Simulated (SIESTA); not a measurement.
**CdS under changes of volume**

One of the cells (21.288 Å³/atom); the others are scaled copies at fixed shape and fractional positions:

```
Cd S
1.0
     0.00000    2.77148    2.77148
     2.77148    0.00000    2.77148
     2.77148    2.77148    0.00000
Cd S
1 1
Direct
  0.00000 0.00000 0.00000
  0.50000 0.50000 0.50000
```

Measurements of this composition are mostly on another form, of space group No. 186.

| Item | Value |
| --- | --- |
| Program | SIESTA 5.4.2 |
| Functional | PBE |
| Potentials or basis | PseudoDojo 0.4 standard (PBE files) |
| Basis | DZP (energy shift 0.002 Ry) |
| Grid cutoff | 800 Ry |
| Energy shift | 0.002 Ry |
| k mesh | 8 × 8 × 8 |
| Occupations | fermi-dirac, width 0.05 eV |
| Spin | no spin polarisation |

```csv
volume (Å³/atom),energy over the lowest point (meV/atom),pressure (GPa)
19.618,19.01,5.5
20.036,7.45,3.4
20.453,0.94,1.7
21.288,0.00,-1.3
21.705,?,?
22.123,12.82,-3.6
```

**Question.** What does the run at 21.705 Å³/atom give?

**Answer.** Energy over the lowest point 4.94 meV/atom; pressure -2.5 GPa.

Worked out: A Birch-Murnaghan fit of order 3 (a polynomial in V^(-2/3)) to the other rows has its minimum at 20.91 Å³/atom with B0 = V·E''(V) = 73 GPa and B' = 4.9. It gives 4.90 meV/atom at 21.705 Å³/atom, against the run's 4.94, and -dE/dV = -2.5 GPa, against -2.5.

Energies are extrapolated to zero smearing.

Caveats: semicore shells carry a single zeta, which can move pressures by several GPa and volumes by a few percent; the basis of atomic orbitals isn't converged, which shifts pressures, moduli and gaps.
